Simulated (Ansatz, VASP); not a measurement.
## SrCl2 in VASP and in Ansatz

Contents of INCAR:

```
SYSTEM = SrCl2
PREC = Accurate
ENCUT = 520
EDIFF = 1E-6
ISMEAR = -1
SIGMA = 0.02
LREAL = .False.
LASPH = .True.
NELM = 100
ALGO = Normal
ISIF = 2
LWAVE = .False.
LCHARG = .False.
GGA = PE
NBANDS = 19
```

KPOINTS

```
Automatic mesh
0
Gamma
  6 6 6
  0 0 0
```

Contents of POSCAR:

```
SrCl2
1.0
    0.0000000000      3.4997473228      3.4997473228
    3.4997473228      0.0000000000      3.4997473228
    3.4997473228      3.4997473228      0.0000000000
Sr Cl
1 2
Direct
    0.0000000000      0.0000000000      0.0000000000
    0.7500000000      0.7500000000      0.7500000000
    0.2500000000      0.2500000000      0.2500000000
```

Input for Ansatz:

```yaml
crystal:
  lattice:
    - [0.0, 3.4997473228, 3.4997473228]
    - [3.4997473228, 0.0, 3.4997473228]
    - [3.4997473228, 3.4997473228, 0.0]
  atoms:
    - { symbol: Sr, position: [0.0, 0.0, 0.0] }
    - { symbol: Cl, position: [0.75, 0.75, 0.75] }
    - { symbol: Cl, position: [0.25, 0.25, 0.25] }
kpoints:
  mp_grid: { grid: [6, 6, 6] }
  band_path:
    path:
      - [0.0, 0.0, 0.0]
      - [0.5, 0.0, 0.5]
      - [0.625, 0.25, 0.625]
      - [0.375, 0.375, 0.75]
      - [0.0, 0.0, 0.0]
      - [0.5, 0.5, 0.5]
      - [0.5, 0.25, 0.75]
      - [0.5, 0.0, 0.5]
    npoints: 8
scf:
  occupations: { method: fermi_dirac, width: 0.02 }
hamiltonian:
  xc: pbe
  pseudopotentials: { kind: all_electron, lapw: { basis_error: 0.0005 } }
output:
  forces: true
  stress: true
  eigenvalues: true
  populations: true
  dos: { projected: true, de: 0.2, e_range: [-14, 8] }
```

The cell is a database's computed one.

Alike in both runs: task single point; functional PBE; k mesh 6 × 6 × 6; occupations fermi-dirac, width 0.02 eV; no spin polarisation.

|  | VASP | Ansatz |
| --- | --- | --- |
| version | VASP 6.6.1 | Ansatz 0.2.0 |
| potentials or method | VASP PAW PBE potentials, release 64 (Sr_sv, Cl) | all-electron LAPW, scalar-relativistic |
| plane-wave cutoff (eV) | 520 | see its input |

|  | VASP | Ansatz | Ansatz less VASP |
| --- | --- | --- | --- |
| gap on the k mesh at the Fermi level (eV) | 5.30 | 5.31 | +0.005 |
| pressure (GPa) | 0.7 | 0.6 | -0.08 |

Ansatz ran all-electron here, so the differences hold the error of VASP's frozen core and of both bases.

A k mesh can miss the band edges. Expect the measured gap to be larger: semilocal functionals such as PBE lack the derivative discontinuity.
